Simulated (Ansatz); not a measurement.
## Where H_i (bond centre, by S) puts its levels in the gap of CdS (F-43m)

Charge states of H_i (bond centre, by S) in CdS (F-43m), set against the band edges. Model: a cell of 54 host atoms with 1 H put in.

Method: place-levels on r2SCAN runs: charge-transition levels and formation energies with image-charge correction and potential alignment at the atomic sites; PAW set soft_1, in Ansatz 0.2.0.

Most raw output is cut from this account.

### 1. The structure

The cell holds 55 atoms: 27 Cd, 27 S and 1 H. Cell: a = 12.471 Å, b = 12.471 Å, c = 12.471 Å, α = 60.0°, β = 60.0°, γ = 60.0°. It derives from CdS (space group F-43m). Nearest the centre at fractional (0.292, 0.625, 0.625): H55 at 0.00 Å, Cd35 at 1.27 Å, S10 at 1.27 Å, S28 at 3.20 Å, S16 at 3.20 Å, S12 at 3.20 Å, Cd29 at 3.20 Å, Cd33 at 3.20 Å.

Coordinates:

```xyz
55
Lattice="0.0000 8.8180 8.8180 8.8180 0.0000 8.8180 8.8180 8.8180 0.0000" Properties=species:S:1:pos:R:3 pbc="T T T"
Cd    0.0000    0.0000    0.0000
S     4.4090    4.4090    4.4090
Cd    2.9393    2.9393    0.0000
S     7.3484    7.3484    4.4090
Cd    5.8787    5.8787    0.0000
S    10.2877   10.2877    4.4090
Cd    2.9393    0.0000    2.9393
S     7.3484    4.4090    7.3484
Cd    5.8787    2.9393    2.9393
S    10.2877    7.3484    7.3484
Cd    8.8180    5.8787    2.9393
S    13.2270   10.2877    7.3484
Cd    5.8787    0.0000    5.8787
S    10.2877    4.4090   10.2877
Cd    8.8180    2.9393    5.8787
S    13.2270    7.3484   10.2877
Cd   11.7574    5.8787    5.8787
S    16.1664   10.2877   10.2877
Cd    0.0000    2.9393    2.9393
S     4.4090    7.3484    7.3484
Cd    2.9393    5.8787    2.9393
S     7.3484   10.2877    7.3484
Cd    5.8787    8.8180    2.9393
S    10.2877   13.2270    7.3484
Cd    2.9393    2.9393    5.8787
S     7.3484    7.3484   10.2877
Cd    5.8787    5.8787    5.8787
S    10.2877   10.2877   10.2877
Cd    8.8180    8.8180    5.8787
S    13.2270   13.2270   10.2877
Cd    5.8787    2.9393    8.8180
S    10.2877    7.3484   13.2270
Cd    8.8180    5.8787    8.8180
S    13.2270   10.2877   13.2270
Cd   11.7574    8.8180    8.8180
S    16.1664   13.2270   13.2270
Cd    0.0000    5.8787    5.8787
S     4.4090   10.2877   10.2877
Cd    2.9393    8.8180    5.8787
S     7.3484   13.2270   10.2877
Cd    5.8787   11.7574    5.8787
S    10.2877   16.1664   10.2877
Cd    2.9393    5.8787    8.8180
S     7.3484   10.2877   13.2270
Cd    5.8787    8.8180    8.8180
S    10.2877   13.2270   13.2270
Cd    8.8180   11.7574    8.8180
S    13.2270   16.1664   13.2270
Cd    5.8787    5.8787   11.7574
S    10.2877   10.2877   16.1664
Cd    8.8180    8.8180   11.7574
S    13.2270   13.2270   16.1664
Cd   11.7574   11.7574   11.7574
S    16.1664   16.1664   16.1664
H    11.0225    8.0832    8.0832
```

Screening for the image-charge correction: ε∞ = 6.49, ε0 = 10.34, computed on the host (DFPT, PBEsol, on the r2SCAN cell), and a cell off the functional's own equilibrium shifts the ionic part.

The cell's shortest repeat is 12.5 Å.

### 2. The runs of each charge state

A transition level is the Fermi level at which two charge states cost the same, so each charge needs its own total energy, at its own relaxed structure.

Random displacements of about 0.05 Å break the site symmetry at the start, so that the relaxation can reach a distorted minimum if there is one. Forces are taken at one point at (¼, ¼, ¼). The cell holds 1 electron more than the neutral one, with a uniform background that keeps it neutral on the whole.

The sampling was tested on the host first: at the k-points planned (1x1x1 shifted 0.25 0.25 0.25) its energy lies 0.033 eV an atom from the dense-mesh value, so the final energies take a denser sampling.

One state's input; the others differ in charge, spin, start and seed, and in occupations where the table says so.

qm1.relax/input.yaml reads:

```yaml
crystal:
  lattice:
    - [0.0, 2.93934313, 2.93934313]
    - [2.93934313, 0.0, 2.93934313]
    - [2.93934313, 2.93934313, 0.0]
  atoms:
    - { symbol: Cd, position: [0.0, 0.0, 0.0] }
    - { symbol: S, position: [0.75, 0.75, 0.75] }
  supercell: [3, 3, 3]
  defects: [{ interstitial: { symbol: H, position: [0.291667, 0.625, 0.625] } }]
total_charge: -1
basis:
  ecutwfc: 500
  xc_grid: 2
hamiltonian:
  xc: r2scan
  pseudopotentials: { kind: paw, azcp: { folder: soft_1 } }
kpoints:
  mp_grid: { grid: [1, 1, 1], shift: [0.25, 0.25, 0.25] }
scf:
  occupations: { method: fixed }
  max_iter: 60
output:
  forces: true
  charged_corrections: { epsilon: 6.49, static_epsilon: 10.34 }
relax:
  f_tol: 0.02
  max_steps: 80
  random_displacement: { amplitude: 0.05, seed: 8543 }
checkpoint:
  write: "../qm1.relax.run"
  compress: false
  write_wavefunctions: true
  write_every: 100000
```

The run is started by

```
$ ansatz run input.yaml --threads 4 --pin off --max-ram 15073MiB --backend cpu --events-out ev --progress --plain --runs-dir out
```

The relaxed structure is kept and the sampling changed to a 2×2×2 shifted mesh.

The run of this state that the levels use, under r2SCAN:

qm1.point/input.yaml reads:

```yaml
crystal:
  checkpoint: "../qm1.relax.run"
  host: checkpoint
total_charge: -1
basis:
  ecutwfc: 500
  xc_grid: 2
hamiltonian:
  xc: r2scan
  pseudopotentials: { kind: paw, azcp: { folder: soft_1 } }
kpoints:
  mp_grid: { grid: [2, 2, 2], shift: [0.5, 0.5, 0.5] }
scf:
  occupations: { method: fermi_dirac, width: 0.01 }
  max_iter: 60
output:
  forces: true
  eigenvalues: true
  charged_corrections:
    epsilon: 6.49
    static_epsilon: 10.34
    defect_position: [0.291667, 0.625, 0.625]
  eigenstates: { localisation: true }
  populations: true
  band_densities: [{ bands: [v1, v1] }, { bands: [c1, c1] }]
  write_density: true
  write_potential: true
  volumetric_format: npy
  elf: true
checkpoint:
  read: "../qm1.relax.run"
  write: "../qm1.point.run"
  compress: false
  write_wavefunctions: false
  write_every: 100000
```

Relaxations under r2SCAN at one point at (¼, ¼, ¼); times on 4 threads of Arm Neoverse V2, shared host:

```tsv
charge	moment (μB)	occupations	outcome	steps	largest displacement against the far atoms (Å)	time
−1	0	fixed	converged	9	0.79	5.7 min
0	1	fixed	converged	9	0.77	13 min
+1	0	fixed	converged	9	0.76	6.1 min
```

Single points under r2SCAN at a 2×2×2 shifted mesh; times on 4 threads of Arm Neoverse V2, shared host:

```tsv
charge	moment (μB)	occupations	outcome	time
−1	0	fermi-dirac	converged	4.8 min
0	1	fermi-dirac	converged	13 min
+1	0	fermi-dirac	converged	4.6 min
```

Distances (Å) from H55 to the nearest atoms after relaxation with r2SCAN:

```tsv
charge	moment (μB)	1.	2.	3.	4.	5.	6.
−1	0	S 1.34	Cd 2.36	Cd 3.18	Cd 3.19	Cd 3.20	S 3.45
0	1	S 1.34	Cd 2.35	Cd 3.18	Cd 3.18	Cd 3.19	S 3.46
+1	0	S 1.34	Cd 2.35	Cd 3.18	Cd 3.18	Cd 3.20	S 3.45
```

### 3. place-levels, r2SCAN

A charged cell interacts with its images and the background, and its potential has another zero than the host's. place-levels removes the first by a point-charge model, screened by the static dielectric constant since the ions have relaxed around the charge, and the second by comparing potentials at atoms far from the defect.

The host is a run of the defect-free crystal in the same cutoffs, grids and k-points, so that basis and sampling errors cancel in part in the differences. The host is run in a cell of 2 atoms on a matching mesh. Its band edges are searched through the zone by a band path, so the gap is smaller than, or equal to, that on the mesh. Chemical potentials are energies per atom of H (H2 molecule), run with the same functional and cutoff.

levels.point.yaml reads:

```yaml
host:
  run: host.point.run
states: [qm1.point.run, q0_M1.point.run, qp1.point.run]
geometry_from:
  qm1.point.run: qm1.relax.run
  q0_M1.point.run: q0_M1.relax.run
  qp1.point.run: qp1.relax.run
  host.point.run: host.relax.run
chemical_potentials:
  H:
    energy: -15.945394
    dataset: "<sha256 of the dataset>"
epsilon: 6.49
static_epsilon: 10.34
vertical:
  - { from: qm1.point.run, to: qm1.point_neutral.run }
  - { from: qp1.point.run, to: qp1.point_neutral.run }
```

The run is started by

```
$ ansatz place-levels levels.point.yaml -- --threads 4 --pin off --max-ram 15073MiB
```

It took 0.28 s on 4 threads of Arm Neoverse V2, shared host.

Under r2SCAN the gap is 1.54 eV, (+1/0) 1.55 (outside the gap) (with band filling), (0/−1) 1.55 (outside the gap) (with band filling) eV.

Levels between the charges placed, in eV above the valence top:

```tsv
	gap (eV)	(+1/0)	(0/−1)
r2SCAN	1.54	1.55	1.55
```

Corrections by state:

```tsv
charge	moment (μB)	image terms and alignment (eV)	band filling (eV)	ε used	over the lowest of its charge, as the program ranks them, band filling apart (eV)
+1	0.0	0.195	-	10.34	0.000
0	1.0	0.000	-0.754	-	0.000
−1	0.0	0.025	-1.741	10.34	0.000
```

The charged structures listed were also run neutral, and place-levels reads from each pair, by the potential or the spins, how wide the charge is by which they differ; that can be the carrier of either run.

```tsv
charge	rms radius (Å)	spread where it is widest against the cell (Å)	wide from (Å)	reading
+1	6.1	3.52	1.76	wide
−1	6.6	3.84	1.76	wide
```

The neutral runs of these pairs need not share the spin of the lowest neutral state, and very wide values only mean spread over the cell.

From the program's caveats on the states, each cut to its opening words:

- charge +1: it parts from the run at its places by a charge that spreads by about 3.5 Å along one vector (1.8 Å or more is wide), by its potential at epsilon 6.49, taken [...]
- charge 0 (1 μB): a band-filling correction moves a carrier to the host's band edge, which changes its energy by -0.754 eV
- charge 0 (1 μB): its moments are held at its close (magnetization.spin_locking), by a field of 0.344 eV a Bohr magneton, and its energy and levels are of the state that this [...]
- charge 0 (1 μB): flagged: stability check not made
- charge −1: how wide its charge is, is not read beside other atoms or cores, and a band state would take no correction
- charge −1: a band-filling correction moves a carrier to the host's band edge, which changes its energy by -1.741 eV

The host's formation energy from the elements is -0.806 eV per atom; it sets how far the chemical potentials can move.

Formation energies (eV), Cd-rich (Δμ(Cd) = 0.00 eV, Δμ(S) = -1.61 eV, Δμ(H) = 0.00 eV):

```tsv
charge	Fermi level at the valence top	at the conduction bottom
+1	-0.18	1.36
0	1.38	1.38
−1	2.92	1.39
```

Formation energies (eV), S-rich (Δμ(S) = 0.00 eV, Δμ(Cd) = -1.61 eV, Δμ(H) = 0.00 eV):

```tsv
charge	Fermi level at the valence top	at the conduction bottom
+1	-0.18	1.36
0	1.38	1.38
−1	2.92	1.39
```

### 4. The same at the relaxations' own k-points

The relaxations' own energies give the levels at their sampling, for comparison.

levels.relax_mesh.yaml reads:

```yaml
host:
  run: host.relax.run
states: [qm1.relax.run, q0_M1.relax.run, qp1.relax.run]
chemical_potentials:
  H:
    energy: -15.945394
    dataset: "<sha256 of the dataset>"
```

The run is started by

```
$ ansatz place-levels levels.relax_mesh.yaml -- --threads 4 --pin off --max-ram 15073MiB
```

Elapsed: 0.09 s, on 4 threads.

Levels between neighbouring charges, in eV above the valence top:

```tsv
	gap (eV)	(+1/0)	(0/−1)
one point at (¼, ¼, ¼)	1.52	1.54	1.54
a 2×2×2 shifted mesh	1.54	1.55	1.55
```

Going from one point at (¼, ¼, ¼) to a 2×2×2 shifted mesh moves formation energies against the elements by up to 0.04 eV; band-filling terms, which differ between samplings, are in these energies.

### 5. Levels against the band edges, PBEsol

PBEsol on the same structure is run to see how far the result rests on the functional, though not on the errors that semilocal functionals share.

qm1.pbesol/input.yaml reads:

```yaml
crystal:
  checkpoint: "../qm1.relax.run"
  host: checkpoint
total_charge: -1
basis:
  ecutwfc: 420
  xc_grid: 2
hamiltonian:
  xc: pbesol
  pseudopotentials: { kind: paw, azcp: { folder: soft_1 }, xc_functional: pbe }
kpoints:
  mp_grid: { grid: [2, 2, 2], shift: [0.5, 0.5, 0.5] }
scf:
  occupations: { method: fermi_dirac, width: 0.01 }
  max_iter: 60
output:
  forces: true
  eigenvalues: true
  charged_corrections:
    epsilon: 6.49
    static_epsilon: 10.34
    defect_position: [0.291667, 0.625, 0.625]
checkpoint:
  write: "../qm1.pbesol.run"
  compress: false
  write_wavefunctions: false
  write_every: 100000
```

The job ended after 2.4 min (4 threads; peak memory 9 GiB; 9.5 min of CPU time).

levels.pbesol.yaml reads:

```yaml
host:
  run: host.pbesol.run
states: [qm1.pbesol.run, q0_M1.pbesol.run, qp1.pbesol.run]
geometry_from:
  qm1.pbesol.run: qm1.relax.run
  q0_M1.pbesol.run: q0_M1.relax.run
  qp1.pbesol.run: qp1.relax.run
  host.pbesol.run: host.relax.run
chemical_potentials:
  H:
    energy: -15.609228
    dataset: "<sha256 of the dataset>"
```

The run is started by

```
$ ansatz place-levels levels.pbesol.yaml -- --threads 4 --pin off --max-ram 15073MiB
```

It took 0.16 s on 4 threads.

Under PBEsol the gap is 0.95 eV, (+1/0) 0.97 (outside the gap) (with band filling), (0/−1) 0.97 (outside the gap) (with band filling) eV.

### 6. The ladder

Levels between neighbouring charges, in eV above each run's own valence top:

```tsv
	gap (eV)	(+1/0)	(0/−1)	CPU time a state at this stage (restarts are quicker than cold starts)
r2SCAN, 2×2×2 shifted mesh	1.54	1.55	1.55	27 min
PBEsol on r2SCAN structures, 2×2×2 shifted mesh	0.95	0.97	0.97	14 min
```

### 7. Outcome

```
gap of the host                                                          : 1.54 eV (r2SCAN)
level (plus 1/0)                                                         : 1.55 eV above the valence top, past the conduction bottom, not a change between lowest states (2.31 eV above the valence top without the band-filling term)
level (0/minus 1)                                                        : 1.55 eV above the valence top, past the conduction bottom, not a change between lowest states (2.53 eV above the valence top without the band-filling term)
lowest of the charges placed, just above the valence top (0.02 eV)       : +1
lowest of the charges placed, just below the conduction bottom (0.02 eV) : +1
lowest formation energy at mid-gap of the charges run, Cd-rich           : 0.59 eV
lowest formation energy at mid-gap of the charges run, S-rich            : 0.59 eV
```

Of the charges placed (−1, 0 and +1), +1 is the lowest from 0.02 eV above the valence top to 0.02 eV below the conduction bottom, a gap of 1.54 eV. Charges above +1 were not placed, so these runs say nothing of levels that involve them. States placed: +1 at 0 μB; 0 at 1 μB; −1 at 0 μB. Other spin states or structures, where not listed, weren't placed. The program finds carriers beyond a band edge of the host and adds a band-filling term at charge −1 (-1.74 eV) and 0 (-0.75 eV); steps to such a charge show no bound level, and a defect level inside a band would be read the same way. H is taken at its element; compounds, which aren't counted here, bound the chemical potentials and would shift these formation energies. Going from one point at (¼, ¼, ¼) to a 2×2×2 shifted mesh moves formation energies against the elements by up to 0.04 eV; band-filling terms, which differ between samplings, are in these energies. Keep in mind: r2SCAN makes the gap too small and tends to spread out bound carriers; spin–orbit coupling, which can matter with heavy atoms, is left out.

[Logs are printed without paths, hosts, clocks, repeated set-up lines and the standing remarks that a program may print on its own settings, such as how far it seeks lower states.]

[Hosts, paths, dates, database ids (printed as entryN), source tags and the programs' standing remarks are cut or masked in the printed files.]

[Where a table of states has a column of steps, it counts the stored structures, which are thinned; the runs took as many ionic steps or more.]

[A defect's name tells the site on which it was built; relaxed atoms can leave that site.]

[For some hosts the program warned that the k-mesh of the response run may be too coarse for force constants and the static dielectric constant; such warnings are not shown here.]
